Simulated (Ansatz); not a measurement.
KBr: trigonal deformation path

The calculation used DFT PBE, scalar-relativistic, plane waves, PAW in Ansatz 0.2.0. The runs took a 420 eV cutoff, a Γ-centred 6×6×6 mesh and Gaussian smearing (0.05 eV). No spin polarisation. Energies are free energies at this smearing, counted from the undisturbed cell; pressure is positive in compression.

The undisturbed cell (as given, not relaxed at this level; it stands at 0.0 GPa; this CsCl-type form isn't the usual structure):

```
K Br
1.0
     4.04350    0.00000    0.00000
     0.00000    4.04350    0.00000
     0.00000    0.00000    4.04350
K Br
1 1
Direct
  0.00000 0.00000 0.00000
  0.50000 0.50000 0.50000
```

At fixed volume and fractional coordinates, lengths along (0.577, 0.577, 0.577) are scaled against those across it; ρ is that ratio over its starting value. At ρ = 2.000 the cell becomes cubic (Fm-3m), and there the slope of the energy vanishes by symmetry.

| ρ | ΔE (meV/atom) |
| --- | --- |
| 0.500 | 2847.3 |
| 0.600 | 933.2 |
| 0.710 | 242.7 |
| 0.850 | 27.0 |
| 0.930 | 3.5 |
| 1.000 | 0.0 |
| 1.080 | 1.6 |
| 1.200 | 2.9 |
| 1.410 | -7.2 |
| 1.700 | -30.6 |
| 2.000 | -42.1 |

Predict the gap on the mesh (eV) at each point.

| ρ | gap on the mesh (eV) |
| --- | --- |
| 0.500 | 0.00 |
| 0.600 | 2.73 |
| 0.710 | 3.85 |
| 0.850 | 3.91 |
| 0.930 | 3.88 |
| 1.000 | 3.86 |
| 1.080 | 3.88 |
| 1.200 | 3.98 |
| 1.410 | 4.08 |
| 1.700 | 4.37 |
| 2.000 | 4.67 |
Where the gap reads zero the k-mesh, chosen for the insulator, is on the coarse side.